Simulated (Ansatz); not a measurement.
## Relaxing Mg

All numbers below come from DFT PBE, scalar-relativistic, plane waves, PAW (Ansatz). Cutoff 420 eV, Γ-centred k mesh, Gaussian smearing, no spin polarisation in the final step.

The start is a database structure of Mg, space group P6/mmm (No. 191).

```
CELL_PARAMETERS angstrom
3.05030 0.00000 0.00000
-1.52515 2.64164 0.00000
0.00000 0.00000 3.04484
ATOMIC_POSITIONS crystal
Mg 0.00000 0.00000 0.00000
```

Steps on the 21×21×18 mesh (1 atom). 4 of 4 steps are shown, and the free energy counts from the last. Trial steps that were taken back and renewals of the plane-wave basis can be among the rows.

```tsv
step	ΔF (meV/atom)	V (Å³/atom)	P (GPa)
1	4.2	24.53	1.28
2	0.4	25.26	0.38
3	0.0	25.58	0.02
4	0.0	25.58	0.02
```

A final relaxation ran on a 21×21×18 mesh. The relaxed crystal, P6/mmm (No. 191):

Space group P6/mmm (No. 191). a = 3.095 Å, b = 3.095 Å, c = 3.083 Å, α = 90.00°, β = 90.00°, γ = 120.00°
| atom | site | symmetry | x | y | z |
| --- | --- | --- | --- | --- | --- |
| Mg | 1a | 6/mmm | 0.0000 | 0.0000 | 0.0000 |

```
Volume per atom                    : 25.58 Å³
Density                            : 1.58 g/cm³
Energy over the standard structure : 0.23 eV/atom
Gap on the 21×21×18 mesh           : 0 eV (a metal)
```

Energies count from the standard state of Mg at the same level.

The final run used a 21×21×18 mesh on its 1-atom cell and 0.10 eV smearing. The k mesh leaves about 4 meV/atom of noise in metals.

A structure relaxed within its symmetry needn't be a true minimum.